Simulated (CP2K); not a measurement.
**NbAs in CP2K: the effect of pseudo set**

The system is NbAs.

```
Nb As
1.0
     3.45170    0.00000    0.00000
     0.00000    3.45170    0.00000
    -1.72585   -1.72585    5.84000
Nb As
2 2
Cartesian
  0.0000 1.7259 0.0000
  0.0000 0.0000 2.9200
  1.7258 0.0000 0.9811
  1.7258 1.7258 3.9011
```

Alike in all runs:

- Program: CP2K 2026.2
- Task: band structure
- Functional: PBE
- Density cutoff: 6123 eV
- k mesh: 8 × 8 × 8
- Occupations: fermi-dirac, width 0.05 eV
- Spin: no spin polarisation

```tsv
pseudo set	pressure (GPa)	largest force (eV/Å)
PBE	4.2	0.29
PADE	-4.4	0.27
BLYP	3.7	0.28
SCAN	2.3	0.29
PBE0	?	?
```

What does the run with pseudo set PBE0 give?

Pressure 3.6 GPa; largest force 0.29 eV/Å.

Caveats: the basis of atomic orbitals isn't converged, which shifts pressures, moduli and gaps; the potentials were made for another functional, which shifts forces and pressure (some runs).
